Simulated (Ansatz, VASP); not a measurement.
## Two plane-wave programs on BN

Contents of INCAR:

```
SYSTEM = BN
PREC = Accurate
ENCUT = 520
EDIFF = 1E-6
ISMEAR = 0
SIGMA = 0.01
LREAL = .False.
LASPH = .True.
NELM = 60
ALGO = Normal
ISIF = 2
LWAVE = .False.
LCHARG = .False.
GGA = B5
ALDAX = 1.0
AGGAX = 1.0
AGGAC = 1.0
ALDAC = 0.0
NBANDS = 11
```

KPOINTS

```
regular mesh
0
Gamma
  8 8 8
  0 0 0
```

File POSCAR:

```
BN
1.0
    1.2511200000      0.7223400000      3.3729300000
   -1.2511200000      0.7223400000      3.3729300000
    0.0000000000     -1.4446700000      3.3729300000
B N
1 1
Direct
    0.9996700000      0.9996700000      0.9996700000
    0.3327600000      0.3327600000      0.3327600000
```

Input for Ansatz:

```yaml
crystal:
  lattice:
    - [1.25112, 0.72234, 3.37293]
    - [-1.25112, 0.72234, 3.37293]
    - [0.0, -1.44467, 3.37293]
  atoms:
    - { symbol: B, position: [0.99967, 0.99967, 0.99967] }
    - { symbol: "N", position: [0.33276, 0.33276, 0.33276] }
basis:
  ecutwfc: 450.0
kpoints:
  mp_grid:
    grid: [8, 8, 8]
hamiltonian:
  xc: blyp
scf:
  occupations:
    method: fixed
output:
  stress: true
  eigenvalues: true
```

The cell is a database's computed one.

Alike in both runs: task single point; functional BLYP; k mesh 8 × 8 × 8; no spin polarisation.

|  | VASP | Ansatz |
| --- | --- | --- |
| version | VASP 6.6.1 | Ansatz 0.2.0 |
| potentials or method | VASP PAW PBE potentials, release 64 (B, N) | plane waves, PAW |
| plane-wave cutoff (eV) | 520 | 450 |
| occupations | gaussian, width 0.01 eV | fixed |
| valence electrons in the cell | 8 | 8 |

Ansatz gave:

- gap on the k mesh at the Fermi level (eV): 4.36
- pressure (GPa): 5.7
- largest component of the traceless stress (GPa): 1.61

Question: Which values does VASP return?

Answer: gap on the k mesh at the Fermi level (eV): 4.36; pressure (GPa): 5.5; largest component of the traceless stress (GPa): 1.56.

Caveats: the PAW data sets were made with another functional, which shifts forces and pressure a little (VASP). A k mesh can miss the band edges.
